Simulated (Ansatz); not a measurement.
Generalised stacking fault of NaBr (rock salt) on the {100} plane. The cell below holds the perfect crystal with the plane normal along z; tilting its third vector by the shift puts one fault into each cell, between planes 2.97 Å apart, at fixed cell height.

```xyz
6
Lattice="4.2056 0.0000 0.0000 0.0000 4.2056 0.0000 2.1028 2.1028 8.9214" Properties=species:S:1:pos:R:3 pbc="T T T"
Br     1.7523     1.7523     7.4345
Br     1.7523     1.7523     1.4869
Br     3.8551     3.8551     4.4607
Na     3.8551     3.8551     7.4345
Na     3.8551     3.8551     1.4869
Na     1.7523     1.7523     4.4607
```

In-plane vectors a = (4.206, 0.000) Å, b = (0.000, 4.206) Å, area 17.69 Å². The shift is s times the vector a (length 4.206 Å), so s = 1 restores the start. Atoms relax along the normal only. γ = [E(shift) − E(0)] / area.

Method: r2SCAN (plane waves to 500 eV, PAW, scalar-relativistic; Ansatz, a first-principles code). k mesh 7×7×7 (Γ-centred), Fermi-Dirac smearing 0.05 eV. Energies are extrapolated to zero smearing. Faults lie only 8.9 Å apart, and holding the cell height raises γ above its relaxed value. NaBr was relaxed with its symmetry unable to fall. The zero of γ is zero shift.

```csv
s,γ (mJ/m²)
0.000,0
0.083,20
0.167,79
0.250,164
0.333,withheld
0.417,318
0.500,341
0.583,318
0.667,withheld
0.750,164
0.833,78
0.917,20
```

Problem. Fit a Fourier form (three harmonics of 1 − cos and sin) to the given rows and predict γ at s = 0.667.

Solution. Least squares on the 10 given rows: γ = (171.9)·[1 − cos(2πs)] + (-3.2)·[1 − cos(4πs)] + (-1.4)·[1 − cos(6πs)], in mJ/m²; root-mean-square residual 0.3 mJ/m². At 0.667 the fit gives 253 mJ/m²; the calculation gives 253 mJ/m², the same to the digits shown. 

(The slope of γ gives the shear force per area between the displaced halves; near zero shift its curvature is an elastic stiffness.)
